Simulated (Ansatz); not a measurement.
# TaN (Pm-3m) in Ansatz: a series of runs

One crystal, TaN, is run at these levels: HSEsol, r2SCAN0, r2SCANh, r2SCAN50; tasks: relaxation of cell and atoms, single point.

Everything below comes from runs of Ansatz 0.2.0. Logs are shortened: lines on timing, memory, paths and dates and some standing lists are left out, and cuts for length are marked.

## (1) The crystal as given

It takes space group Pm-3m (No. 221, cubic). Conventional cell: a = 2.732 Å, b = 2.732 Å, c = 2.732 Å, α = 90.00°, β = 90.00°, γ = 90.00°. Around Ta (site symmetry m-3m) lie 8 N at 2.37 Å. Around N (site symmetry m-3m) lie 8 Ta at 2.37 Å.

The cell comes from a database or a generator and needn't be the stable form of this composition.

## (2) Relaxation of cell and atoms, HSEsol

input reads:

```
crystal:
  lattice:
    - [2.73230769, 0.0, 0.0]
    - [0.0, 2.73230769, 0.0]
    - [0.0, 0.0, 2.73230769]
  atoms:
    - { symbol: Ta, position: [0.0, 0.0, 0.0] }
    - { symbol: "N", position: [0.5, 0.5, 0.5] }
hamiltonian:
  xc:
    exchange: hjs_pbesol
    correlation: pbesol
    exx: { coeff: 0.25, omega: 0.207 }
  pseudopotentials: { kind: paw }
kpoints:
  mp_grid: { grid: [5, 5, 5] }
scf:
  occupations: { method: fermi_dirac, width: 0.05 }
output:
  forces: true
  stress: true
  eigenvalues: true
  write_density: true
  write_potential: true
  elf: true
  volumetric_format: npy
relax:
  f_tol: 0.01
  max_steps: 40
  cell: { stress_tol: 0.05 }
```

Potentials or basis: Ansatz PAW.

The log of the run:

```text
GPUs: using 1 of 1 available (devices: 1).
Engine: ansatz 0.2.0, x86_64-unknown-linux-gnu
Pseudopotentials: kind: paw
Pseudopotential: Ta, paw, valence charge 13, recommended cutoff 420 eV (normal), Ta.paw.azcp
Pseudopotential: N, paw, valence charge 5, recommended cutoff 420 eV (normal), N.paw.azcp
Functional definition: unnamed
  parameter a_1 = 0.25
  parameter omega_1 = 0.207/angstrom
  exchange = pbe_x(mu = 0.12345679012345678) + (-a_1)*hjs_pbesol_x_sr(omega_1) + a_1*exact_x_sr(omega_1)
  correlation = pbe_c(beta = 0.046)
device memory: the entry about to start is reckoned to put 0.4 GiB on a device that reports 62.1 GiB free (of which the cap on the GPU budget leaves the run 18.0 GiB)
GPU FFT provider: cuFFT
GPU libraries: cuBLAS 13.8.2, cuFFT 12.4.0, cuSOLVER 12.3.4
Crystal: 2 atoms, lattice volume = 20.398 Å³
Basis set: ecut = 420 eV, 389 PW (Γ), exchange–correlation on 40×40×40 points (8 copies of the dense FFT grid, shifted against one another)
Bands: 13, of which v1, the nominal top of the filled ones, is band 9 counted from 1 (8 counted from 0)
Symmetry: 48 space group operations
Space group: Pm-3m (ITA 221), of the structure as read, at distance tolerance 2.7e-5 Å
k-points: 10 of 125
Non-local potential: Ta, projectors of the file, l = 0: 3, l = 1: 2, l = 2: 2, l = 3: 1
Non-local potential: N, projectors of the file, l = 0: 2, l = 1: 2, l = 2: 1
PAW form: soft (Blöchl's): semilocal exchange-correlation on the pseudo side does not see the compensation charge
PAW frozen core: Ta, regenerated for the run's functional, and the local potential with it (the file was generated under x = pbe(κ = 0.804, μ = 0.2195149727645171), c = pbe(β = 0.06672455060314922))
PAW frozen core: N, regenerated for the run's functional, and the local potential with it (the file was generated under x = pbe(κ = 0.804, μ = 0.2195149727645171), c = pbe(β = 0.06672455060314922))
PAW one-centre angular grid: Ta, 590 points (default); XC on 64 Gauss nodes
PAW one-centre angular grid: N, 110 points (default); XC on 64 Gauss nodes
Initial density: superposition of atomic densities (neutral atoms: chi_scale 0, normalization atom), corrected by the library's trained network
Initial wavefunctions: pseudopotential atomic-orbital guess
GPU buffer pool allocated for 8000 grid points (all kernels)
GPU transforms: local potential and band sums: pruned to the plane-wave sphere, on 18×18×18
Functional: x = pbesol(κ = 0.804, μ = 0.12345679012345678), c = pbesol(β = 0.046), warm-up for x = hjs_pbesol + 0.25 (exact − hjs_pbesol) at short range (ω = 0.207 Å⁻¹), c = pbesol(β = 0.046)
SCF iter   1: F=—  HF=-10186.006449 eV  |F-HF|=—  |Δ(HF+E_count)|=         —  Δρ=1.52e-2  dr2=2.84e-2  ethr=1.77e-3  ⟨swp⟩=4.4  Hψ=497  notcnv=0
preconditioner: auto → none  [insulator: Δε(μ)=0.945 eV  Ē_g=10.661 eV  σ=0.050 eV  W_gap=0.72  n_scr=6 (ndim 8)  ℏωp=26.0 eV  f_vac=0.000  D(μ)=1.75/eV (n_scr^D=18)]
iter 2 solved again at ethr=1.30e-5 eV; its pass at ethr=1.58e-4 eV (dr2=2.34e-3 eV) is discarded
SCF iter   2: F=—  HF=-10185.996325 eV  |F-HF|=—  |Δ(HF+E_count)|=   1.01e-2  Δρ=4.82e-3  dr2=2.34e-3  ethr=1.30e-5  ⟨swp⟩=2.4  Hψ=541  notcnv=0
SCF iter   3: F=—  HF=-10185.995767 eV  |F-HF|=—  |Δ(HF+E_count)|=   5.58e-4  Δρ=8.25e-4  dr2=3.90e-5  ethr=1.30e-5  ⟨swp⟩=3.0  Hψ=277  notcnv=0
SCF iter   4: F=—  HF=-10185.995778 eV  |F-HF|=—  |Δ(HF+E_count)|=   1.14e-5  Δρ=7.32e-5  dr2=5.38e-7  ethr=2.17e-7  ⟨swp⟩=3.0  Hψ=254  notcnv=0
SCF iter   5: F=—  HF=-10185.995778 eV  |F-HF|=—  |Δ(HF+E_count)|=   6.77e-8  Δρ=1.47e-5  dr2=2.14e-8  ethr=2.99e-9  ⟨swp⟩=3.0  Hψ=267  notcnv=0
SCF iter   6: F=—  HF=-10185.995778 eV  |F-HF|=—  |Δ(HF+E_count)|=   2.87e-9  Δρ=1.85e-6  dr2=3.37e-10  ethr=1.19e-10  ⟨swp⟩=3.1  Hψ=279  notcnv=0
SCF iter   7: F=-10185.995778 eV  HF=-10185.995778 eV  |F-HF|=5.46e-12  |Δ(HF+E_count)|=  1.13e-10  Δρ=1.92e-7  dr2=2.86e-12  ethr=1.87e-12  ⟨swp⟩=3.2  Hψ=301  notcnv=0
SCF 1 converged in 7 iterations: F = -10185.995778 eV  dr2 = 2.86e-12
device memory: the entry about to start is reckoned to put 1.0 GiB on a device that reports 62.3 GiB free (of which the cap on the GPU budget leaves the run 18.0 GiB)
GPU FFT provider: cuFFT
GPU libraries: cuBLAS 13.8.2, cuFFT 12.4.0, cuSOLVER 12.3.4
Initial density: handed on by an earlier stage of this run
Initial wavefunctions: those handed on with the density
GPU buffer pool allocated for 8000 grid points (all kernels)
GPU transforms: local potential and band sums: pruned to the plane-wave sphere, on 18×18×18
Functional: x = hjs_pbesol + 0.25 (exact − hjs_pbesol) at short range (ω = 0.207 Å⁻¹), c = pbesol(β = 0.046)
Exchange kernel: α = 0.2500, screened, ω = 0.2070 Å⁻¹, Wigner–Seitz truncation, v(0) = 1020.1829 eV·Å³, q-mesh 5×5×5, nearest image of the exchange supercell L = 13.66 Å, pair-density grid 15×15×15, without the augmentation charges, whose exchange is taken in its separable form by FFT convolution over the k-point mesh (sized by the pseudopotential files, 18×18×18 at the most), smooth part of the exact exchange by density-matrix convolution in up to 901.6 MiB of GPU memory as planned if the GPU has room (build and FFT work areas not counted)
Frozen-core exchange: fock
[... 236 lines left out ...]
Exchange kernel: α = 0.2500, screened, ω = 0.2070 Å⁻¹, Wigner–Seitz truncation, v(0) = 1018.6115 eV·Å³, q-mesh 5×5×5, nearest image of the exchange supercell L = 13.56 Å, pair-density grid 15×15×15, without the augmentation charges, whose exchange is taken in its separable form by FFT convolution over the k-point mesh (sized by the pseudopotential files, 18×18×18 at the most), smooth part of the exact exchange by density-matrix convolution in up to 898.9 MiB of GPU memory as planned if the GPU has room (build and FFT work areas not counted)
Frozen-core exchange: fock
SCF iter   1: F=—  HF=-10220.622206 eV  |F-HF|=—  |Δ(HF+E_count)|=         —  Δρ=2.50e-6  dr2=4.34e-10  ethr=2.80e-10  ⟨swp⟩=6.1  Hψ=382  notcnv=0
preconditioner: auto → none  [insulator: Δε(μ)=1.095 eV  Ē_g=12.571 eV  σ=0.050 eV  W_gap=0.77  n_scr=6 (ndim 8)  ℏωp=26.3 eV  f_vac=0.000  D(μ)=1.82/eV (n_scr^D=26)]
SCF iter   2: F=—  HF=-10220.622206 eV  |F-HF|=—  |Δ(HF+E_count)|=  4.55e-11  Δρ=1.27e-6  dr2=1.91e-10  ethr=2.39e-12  ⟨swp⟩=3.2  Hψ=280  notcnv=0
SCF iter   3: F=-10220.622206 eV  HF=-10220.622206 eV  |F-HF|=5.46e-12  |Δ(HF+E_count)|=  4.18e-11  Δρ=5.38e-7  dr2=1.38e-11  ethr=1.01e-12  ⟨swp⟩=2.3  Hψ=228  notcnv=0  defer=1
SCF 17 converged in 3 iterations: F = -10220.622206 eV  dr2 = 1.38e-11
  Residual-converged pass: ⟨swp⟩=4.1  Hψ=396  notcnv=0  max |occ|·‖R‖ = 9.0e-9 eV (tolerance 1.0e-8 eV)  dr2=1.33e-11  dr2_onsite=7.34e-13  max |Δocc| = 1.3e-13
hybrid outer 2: dexx = +1.753e-10 eV, tail = 3.65e-11 eV, Δε = 4.67e-5 eV (about 2.72e-6 eV left of the loop's levels)
relax step   6: F+E_penalty+E_count = -10220.62220583 eV  Δ(F+E_penalty+E_count) = -1.624e-5 eV  max|allowed force component| = 2.068e-25 eV/Å  Δτ_max = 0.0000 Å  P = -0.001 GPa  Ω = 19.940 Å³  energy of the carried Pulay correction = +1.438e-5 eV  (8 SCF iters, accepted)
device memory: the entry about to start is reckoned to put 1.0 GiB on a device that reports 66.7 GiB free (of which the cap on the GPU budget leaves the run 18.0 GiB)
GPU FFT provider: cuFFT
GPU libraries: cuBLAS 13.8.2, cuFFT 12.4.0, cuSOLVER 12.3.4
GPU buffer pool allocated for 8000 grid points (all kernels)
GPU transforms: local potential and band sums: pruned to the plane-wave sphere, on 18×18×18
Exchange kernel: α = 0.2500, screened, ω = 0.2070 Å⁻¹, Wigner–Seitz truncation, v(0) = 1018.6115 eV·Å³, q-mesh 5×5×5, nearest image of the exchange supercell L = 13.56 Å, pair-density grid 15×15×15, without the augmentation charges, whose exchange is taken in its separable form by FFT convolution over the k-point mesh (sized by the pseudopotential files, 18×18×18 at the most), smooth part of the exact exchange by density-matrix convolution in up to 898.9 MiB of GPU memory as planned if the GPU has room (build and FFT work areas not counted)
Frozen-core exchange: fock
iter 1 solved again at ethr=1.00e-12 eV; its pass at ethr=1.00e-1 eV (dr2=1.64e-11 eV) is discarded
SCF iter   1: F=—  HF=-10220.622206 eV  |F-HF|=—  |Δ(HF+E_count)|=         —  Δρ=6.44e-7  dr2=2.26e-11  ethr=1.00e-12  ⟨swp⟩=12.1  Hψ=845  notcnv=0
preconditioner: auto → none  [insulator: Δε(μ)=1.095 eV  Ē_g=13.855 eV  σ=0.050 eV  W_gap=0.77  n_scr=6 (ndim 8)  ℏωp=26.3 eV  f_vac=0.000  D(μ)=1.82/eV (n_scr^D=26)]
SCF iter   2: F=-10220.622206 eV  HF=-10220.622206 eV  |F-HF|=0.00e0  |Δ(HF+E_count)|=  9.09e-12  Δρ=2.92e-7  dr2=4.26e-12  ethr=1.00e-12  ⟨swp⟩=6.0  Hψ=356  notcnv=0
SCF 18 converged in 2 iterations: F = -10220.622206 eV  dr2 = 4.26e-12
hybrid outer 1: dexx = +1.705e-13 eV, tail = 8.87e-12 eV
GPU FFT provider: cuFFT
GPU libraries: cuBLAS 13.8.2, cuFFT 12.4.0, cuSOLVER 12.3.4
GPU buffer pool allocated for 8000 grid points (all kernels)
GPU transforms: local potential and band sums: pruned to the plane-wave sphere, on 18×18×18
Exchange kernel: α = 0.2500, screened, ω = 0.2070 Å⁻¹, Wigner–Seitz truncation, v(0) = 1018.6115 eV·Å³, q-mesh 5×5×5, nearest image of the exchange supercell L = 13.56 Å, pair-density grid 15×15×15, without the augmentation charges, whose exchange is taken in its separable form by FFT convolution over the k-point mesh (sized by the pseudopotential files, 18×18×18 at the most), smooth part of the exact exchange by density-matrix convolution in up to 898.9 MiB of GPU memory as planned if the GPU has room (build and FFT work areas not counted)
Frozen-core exchange: fock
SCF iter   1: F=—  HF=-10220.622206 eV  |F-HF|=—  |Δ(HF+E_count)|=         —  Δρ=2.97e-7  dr2=4.89e-12  ethr=1.11e-12  ⟨swp⟩=10.3  Hψ=493  notcnv=0
preconditioner: auto → none  [insulator: Δε(μ)=1.095 eV  Ē_g=12.573 eV  σ=0.050 eV  W_gap=0.77  n_scr=6 (ndim 8)  ℏωp=26.3 eV  f_vac=0.000  D(μ)=1.82/eV (n_scr^D=26)]
SCF iter   2: F=-10220.622206 eV  HF=-10220.622206 eV  |F-HF|=3.64e-12  |Δ(HF+E_count)|=  1.82e-12  Δρ=1.36e-7  dr2=9.85e-13  ethr=1.00e-12  ⟨swp⟩=3.7  Hψ=259  notcnv=0
SCF 19 converged in 2 iterations: F = -10220.622206 eV  dr2 = 9.85e-13
  Residual-converged pass: ⟨swp⟩=3.8  Hψ=330  notcnv=0  max |occ|·‖R‖ = 9.5e-9 eV (tolerance 1.0e-8 eV)  dr2=9.85e-13  dr2_onsite=9.66e-14  max |Δocc| = 1.3e-13
hybrid outer 2: dexx = +2.842e-14 eV, tail = 2.17e-12 eV, Δε = 1.95e-6 eV (about 2.40e-5 eV left of the loop's levels)
relax step   7: F+E_penalty+E_count = -10220.62220583 eV  Δ(F+E_penalty+E_count) = -1.819e-12 eV  max|allowed force component| = 5.978e-26 eV/Å  Δτ_max = 0.0000 Å  P = -0.002 GPa  Ω = 19.940 Å³  stress off target by 1.62e-3 GPa  SCF on the basis re-selected at this cell (its energy is not comparable with the rows above)  (4 SCF iters)
basis re-selected at this cell: Δ(F+E_penalty+E_count) = -1.819e-12 eV, ΔP = -0.001 GPa vs the last step (what re-selecting the basis moved, of the pressure what is left beyond the Pulay correction that the steps carried, after the strain that the cell walked since its last selection, with what the two solves' SCF thresholds leave and, on support functions, any second-order correction that the steps lacked; it is no measure of the basis error at this ecutwfc). This SCF's stress stands 1.62e-3 GPa from its target on what of the cell is left free (relax.cell.stress_tol is 5.00e-2 GPa) and its largest allowed force component is 5.98e-26 eV/Å (relax.f_tol is 1.00e-2 eV/Å): within both
hybrid SCF converged: 2 outer / 4 inner (+0 warm-up), last move |dexx| = 2.84e-14 eV, tail = 2.17e-12 eV
Stability not checked: this state was not tested for a lower state beside it, because the functional holds exact exchange (a hybrid, or Hartree-Fock), whose exchange loop this test does not read (fock_operator; see scf.lower_state_search)
Free energy (F): -10220.622206 eV
Frozen-core exchange: fock
Harris-Foulkes:  -10220.622206 eV  (|F-HF|=3.64e-12)
Internal energy: -10220.607609 eV  (E = F + TS)
E sigma→0 (E₀):  -10220.614907 eV
Entropy (-TS):   -0.014597 eV (-7.298 meV/atom)
Fermi energy:    21.288223 eV
--- Per-component energies (eV) ---
  E_band       = -51.588945
  E_kinetic    = 500.481394
  E_local      = -507.081941  (includes V_loc(G=0)·N_el)
  E_nonlocal   = 65.156560
  E_hartree    = 170.357846
  E_xc         = -223.153748
  E_vxc        = -224.892934  (∫ρ·V_xc dr)
  E_exx        = -49.947981  (= α·E_x^exact, valence–valence)
  E_paw        = -8434.959254  (= ΣΔE_a)
  E_vpaw       = -126.072004  (= ΣTr[D̂ρ^β])
  E_aug_tail   = 0.000251  (compensation charges beyond the density's cutoff)
  E_ewald      = -1738.256625
  E_core_change = -3.204111  (= ΣΔE_core)
  E_smearing   = -0.014597  (= −TS)
  E_closure    = -0.000000  (closes the sum)
  Σ components = -10220.622206   (vs F -10220.622206, Δ=1.82e-12)
--- Forces (eV/Å), atoms counted from 1 ---
  atom   1  Ta     0.00000000    -0.00000000     0.00000000
  atom   2  N      0.00000000    -0.00000000     0.00000000
  max |Σ_I F_I| component: 2.08e-25 eV/Å
--- Stress (GPa, compression-positive) ---
       -0.001621       0.000000      -0.000000
        0.000000      -0.001621      -0.000000
       -0.000000      -0.000000      -0.001621
  P = ⅓ Tr σ = -0.0016 GPa (-0.016 kbar)
--- Band table (eV; the first three rows and the last of 10) ---
  k-point 0: bands = ["-50.2474", "-14.7976", "-14.7976", "-14.7976", "1.6897", "16.8105", "16.8105", "19.1391", "19.1391", "19.1391", "26.1140", "27.5729", "27.5729"]
  k-point 1: bands = ["-50.2072", "-15.4100", "-14.7410", "-14.7410", "2.5830", "14.9277", "17.2068", "18.3348", "18.3348", "20.8744", "27.8162", "28.0313", "28.0313"]
  k-point 2: bands = ["-50.1415", "-16.3013", "-14.6478", "-14.6478", "4.3860", "11.5921", "17.1690", "17.1690", "17.9517", "26.0440", "28.2395", "28.9452", "28.9452"]
  k-point 9: bands = ["-49.9386", "-15.8320", "-15.7961", "-15.7961", "5.5085", "12.5514", "12.5514", "13.9316", "26.5067", "26.9076", "26.9076", "29.8802", "29.8802"]
--- Relaxed structure (5 steps of the walk, 5 accepted, 2 SCFs on fresh bases) ---
  F+E_penalty+E_count = -10220.62220583 eV   max|allowed force component| = 5.978e-26 eV/Å   (the final SCF, on the basis selected at the relaxed cell)
  cell:  # Å, volume = 19.9400 Å³
    - [2.7117015227563814, 7.0617431294198645e-34, -3.209883240645393e-34]
    - [9.62964972193618e-34, 2.7117015227563814, -6.419766481290786e-35]
    - [-6.419766481290786e-35, -6.419766481290786e-35, 2.7117015227563814]
  atoms:
    - { symbol: Ta, position: [2.579338342224225e-47, -1.468485436159877e-36, 8.810912619010592e-36] }
    - { symbol: N, position: [0.5, 0.5, 0.5] }
```

It took 46 s on 1 × NVIDIA H100 80GB HBM3 with 2 threads of AMD EPYC 7R13 (Zen 3), shared host; peak memory 1.5 GiB.

What came out:

- Free energy: -10220.6222 eV
- Relaxed volume: 9.97 Å³/atom
- Relaxed cell: a = 2.712 Å, b = 2.712 Å, c = 2.712 Å, α = 90.00°, β = 90.00°, γ = 90.00°
- Space group after relaxing (to 0.05 Å): Pm-3m (No. 221)
- Energy gained by relaxing: 5.5 meV/atom
- Ionic steps: 7
- Pressure after relaxing: 0.0 GPa
- Band gap on the k mesh: none (metal or under the smearing width)

The path:
```
step  energy change (eV)  largest force (eV/Å)  volume (Å³)
   1              0.0000                0.0000        20.40
   2             -0.0093                0.0000        19.70
   3             -0.0121                0.0000        19.95
   4             -0.0121                0.0000        19.95
   5             -0.0111                0.0000        19.95
   6             -0.0111                0.0000        19.94
   7             -0.0111                0.0000        19.94
```

Final structure:
```cif
data_structure
_symmetry_space_group_name_H-M 'P 1'
_symmetry_Int_Tables_number 1
_cell_length_a 2.7117
_cell_length_b 2.7117
_cell_length_c 2.7117
_cell_angle_alpha 90.000
_cell_angle_beta 90.000
_cell_angle_gamma 90.000
_cell_volume 19.94
loop_
_atom_site_label
_atom_site_type_symbol
_atom_site_fract_x
_atom_site_fract_y
_atom_site_fract_z
_atom_site_occupancy
Ta1 Ta 0.00000 0.00000 0.00000 1
N1 N 0.50000 0.50000 0.50000 1
```

Caveat: the k mesh is coarse (spacing up to 0.46 Å⁻¹), so the values aren't converged, least of all with exact exchange; the plane-wave basis is chosen anew once the cell has moved, so the energies of steps on either side of that aren't comparable; the pressure holds a Pulay correction of +0.4 GPa for the finite cutoff; the PAW data sets come from PBE, with cores solved anew for the run's functional, which leaves a small shift of forces and pressure. The run has no spin-orbit coupling, so splittings on Ta are missing.

## (3) Single point, r2SCAN0

input reads:

```
crystal:
  lattice:
    - [2.73230769, 0.0, 0.0]
    - [0.0, 2.73230769, 0.0]
    - [0.0, 0.0, 2.73230769]
  atoms:
    - { symbol: Ta, position: [0.0, 0.0, 0.0] }
    - { symbol: "N", position: [0.5, 0.5, 0.5] }
hamiltonian:
  xc: r2scan0
  pseudopotentials: { kind: paw }
kpoints:
  mp_grid: { grid: [5, 5, 5] }
scf:
  occupations: { method: fermi_dirac, width: 0.05 }
output:
  forces: true
  stress: true
  eigenvalues: true
```

Potentials or basis: Ansatz PAW.

Run time: 6.8 s. Hardware: 1 × NVIDIA H100 80GB HBM3 with 2 threads of AMD EPYC 7R13 (Zen 3), shared host; peak memory 1.6 GiB.

It converged, with:

| Item | Value |
| --- | --- |
| Free energy | -10325.4427 eV |
| Pressure | -3.1 GPa |
| Band gap on the k mesh | none (metal or under the smearing width) |

Levels at points of the mesh, in eV from the Fermi level:
| k point | band 5 | band 6 | band 7 | band 8 | band 9 | band 10 | band 11 | band 12 | band 13 |
| --- | --- | --- | --- | --- | --- | --- | --- | --- | --- |
| (0.00, 0.00, 0.00) | -20.33 | -4.77 | -4.77 | -2.43 | -2.43 | -2.43 | 5.24 | 6.94 | 6.94 |

Caveat: the k mesh is coarse (spacing up to 0.46 Å⁻¹), so the values aren't converged, least of all with exact exchange; the PAW data sets come from PBE, with cores solved anew for the run's functional, which leaves a small shift of forces and pressure; the thresholds are loose for stress. Spin-orbit coupling is left out, which matters for the levels of Ta.

[end of part 1 of 2]
